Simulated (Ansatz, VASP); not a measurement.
**Re in VASP and in Ansatz**

File INCAR:

```
SYSTEM = Re
PREC = Accurate
ENCUT = 520
EDIFF = 1E-6
ISMEAR = -1
SIGMA = 0.1
LREAL = .False.
LASPH = .True.
NELM = 80
ALGO = Normal
ISIF = 2
LWAVE = .False.
LCHARG = .True.
GGA = PE
LELF = .True.
LVHAR = .True.
NBANDS = 14
```

Contents of KPOINTS:

```
regular mesh
0
Gamma
  12 12 12
  0 0 0
```

The input POSCAR:

```
Re
1.0
    0.0000000000      2.5676256273      2.5676256273
    2.5676256273      0.0000000000      2.5676256273
    2.5676256273      2.5676256273      0.0000000000
Re
2
Direct
   -0.1250000000     -0.1250000000     -0.1250000000
    0.1250000000      0.1250000000      0.1250000000
```

Input for Ansatz:

```yaml
crystal:
  lattice:
    - [0.0, 2.5676256273, 2.5676256273]
    - [2.5676256273, 0.0, 2.5676256273]
    - [2.5676256273, 2.5676256273, 0.0]
  atoms:
    - { symbol: Re, position: [-0.125, -0.125, -0.125] }
    - { symbol: Re, position: [0.125, 0.125, 0.125] }
kpoints:
  mp_grid: { grid: [12, 12, 12] }
  band_path:
    path:
      - [0.0, 0.0, 0.0]
      - [0.5, 0.0, 0.5]
      - [0.625, 0.25, 0.625]
      - [0.375, 0.375, 0.75]
      - [0.0, 0.0, 0.0]
      - [0.5, 0.5, 0.5]
      - [0.5, 0.25, 0.75]
      - [0.5, 0.0, 0.5]
    npoints: 8
scf:
  occupations: { method: fermi_dirac, width: 0.1 }
hamiltonian:
  xc: pbe
  pseudopotentials: { kind: all_electron, lapw: { basis_error: 0.001 } }
output:
  forces: true
  stress: true
  eigenvalues: true
  populations: true
  dos: { projected: true, de: 0.2, e_range: [-14, 8] }
```

Change from the starting cell: volume scaled by 0.75, LAPW.

Alike in both runs: task single point; functional PBE; k mesh 12 × 12 × 12; occupations fermi-dirac, width 0.1 eV; no spin polarisation.

|  | VASP | Ansatz |
| --- | --- | --- |
| version | VASP 6.6.1 | Ansatz 0.2.0 |
| potentials or method | VASP PAW PBE potentials, release 64 (Re) | all-electron LAPW, scalar-relativistic |
| plane-wave cutoff (eV) | 520 | see its input |

```tsv
	VASP	Ansatz	Ansatz less VASP
pressure (GPa)	84.9	92.4	+7.45
```

Ansatz ran all-electron here, so the differences hold the error of VASP's frozen core and of both bases.

Caveats: the cell as given lies far from equilibrium; so large a pressure means that the cell lies far from this level's equilibrium, or that cutoff or potentials fall short (VASP). The runs have no spin-orbit coupling, so splittings on Re are missing.
